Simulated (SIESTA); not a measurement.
Runs of SIESTA 5.4.2 on WS2. The cell holds a slab with vacuum, 9 atoms: a = 3.183 Å, b = 3.183 Å, c = 28.532 Å, α = 90.00°, β = 90.00°, γ = 120.00°. 

```csv
task,level,potentials or basis,k mesh,gap on the mesh (eV),V0 of scaled cells (Å³/atom),B0 (GPa),largest force (eV/Å)
equation of state,LDA,"PseudoDojo 0.4 standard (LDA files), DZP (energy shift 0.003 Ry; two zetas on semicore shells)",8 × 8 × 1,-,27.32,113,-
band structure,LDA,"PseudoDojo 0.4 standard (LDA files), DZP (energy shift 0.003 Ry; two zetas on semicore shells)",10 × 10 × 1,1.45,-,-,0.09
band structure,PBEsol,"PseudoDojo 0.4 standard (PBEsol files), DZP (energy shift 0.003 Ry; two zetas on semicore shells)",10 × 10 × 1,(a),-,-,0.35
equation of state,PBEsol,"PseudoDojo 0.4 standard (PBEsol files), DZP (energy shift 0.003 Ry; two zetas on semicore shells)",8 × 8 × 1,-,(c),(b),-
```

Alike in all rows: no spin polarisation; cell as given; smearing fermi-dirac 0.05 eV; grid cutoff 800 Ry; energy shift 0.003 Ry.

Fill in the values left out.

(a) 1.49; (b) 108; (c) 27.86.

Caveats: short orbitals over semicore shells can move pressures by several GPa; the basis of atomic orbitals isn't converged, which shifts pressures, moduli and gaps; the cell was scaled at fixed shape and fractional positions, which overstates the stiffness of a crystal with free parameters, most of all of layers and chains (some runs); spin-orbit coupling is left out, which moves the levels of the heavy elements (some runs).

A k mesh can miss the band edges, and the runs leave out spin-orbit coupling on W.

Not every run made on this cell is shown here.
